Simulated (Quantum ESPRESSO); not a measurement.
BN, 2 atoms in the cell. The typed cell holds 2 atoms: a = 4.083 Å, b = 2.465 Å, c = 3.727 Å, α = 81.78°, β = 37.36°, γ = 64.02°. The cell comes from a database or a generator and needn't be the stable form of this composition. The cell isn't the ideal one: cell strained at random at fixed volume.

```yaml
Program: Quantum ESPRESSO 7.5
Task: phonons
Functional: PBE
Potentials_or_basis: SPMS 1.0 PBE
Cutoff: 1197 eV
Density_cutoff: 4789 eV
k_mesh: 6 × 6 × 6, shifted
Occupations: fermi-dirac, width 0.05 eV
Spin: no spin polarisation
Mixing_beta: 0.5
Most_SCF_iterations: 120
SCF_threshold: 4e-10 Ry
```

Potentials or basis: SPMS 1.0 PBE.

Command:

```bash
$ OMP_NUM_THREADS=1 pw.x -in pw.in > pw.out
$ OMP_NUM_THREADS=1 pw.x -in relax.in > relax.out
$ OMP_NUM_THREADS=1 pw.x -in scf2.in > scf2.out
$ OMP_NUM_THREADS=1 ph.x -in ph.in > ph.out
$ OMP_NUM_THREADS=1 pw.x -in relax_v0.99.in > relax_v0.99.out
$ OMP_NUM_THREADS=1 ph.x -in ph_v0.99.in > ph_v0.99.out
$ OMP_NUM_THREADS=1 pw.x -in relax_v1.01.in > relax_v1.01.out
$ OMP_NUM_THREADS=1 ph.x -in ph_v1.01.in > ph_v1.01.out
```

Hardware: 1 thread of Arm Neoverse V1, on a shared host.

Q: Estimate the wall time of this run.

A: It took 30 min on 1 thread of Arm Neoverse V1, on a shared host, peak memory 0.09 GiB. Counts: scf iterations 83, k pools 1, bands 9, ion steps 4, k points 108, g dense 14223.
